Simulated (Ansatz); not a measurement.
Crystal: TiB2.

```
Ti B
1.0
     3.02920    0.00000    0.00000
    -1.51460    2.62336    0.00000
     0.00000    0.00000    3.22840
Ti B
1 2
Direct
  0.00000 0.00000 0.00000
  0.66667 0.33333 0.50000
  0.33333 0.66667 0.50000
```

```yaml
Program: Ansatz 0.2.0
Task: relaxation of cell and atoms
Functional: PBEsol
Potentials_or_basis: Ansatz PAW
Cutoff: "420 eV (not typed: the program's choice for these potentials)"
k_mesh: 10 × 10 × 8
Occupations: fermi-dirac, width 0.05 eV
Spin: no spin polarisation
```

At the start: volume 8.55 Å³/atom.

**Question.** How do energy, volume and symmetry change on relaxing?

**Answer.** It ends after 5 steps and the volume is 8.38 Å³/atom (-2.0 %); space group P6/mmm (No. 191, to 0.05 Å).

The path:
```
step  energy change (eV)  largest force (eV/Å)  volume (Å³)
   1              0.0000                0.0000        25.66
   2             -0.0095                0.0000        25.22
   3             -0.0100                0.0000        25.12
   4             -0.0100                0.0000        25.13
   5             -0.0094                0.0000        25.13
```

Final structure:
```xyz
3
Lattice="3.0165 0.0000 0.0000 -1.5083 2.6124 0.0000 0.0000 0.0000 3.1891" Properties=species:S:1:pos:R:3 pbc="T T T"
Ti    0.0000    0.0000    0.0000
B     1.5083    0.8708    1.5945
B     0.0000    1.7416    1.5945
```

Caveat: the plane-wave basis is chosen anew once the cell has moved, so the energies of steps on either side of that aren't comparable; the PAW data sets come from PBE, with cores solved anew for the run's functional, which leaves a small shift of forces and pressure.
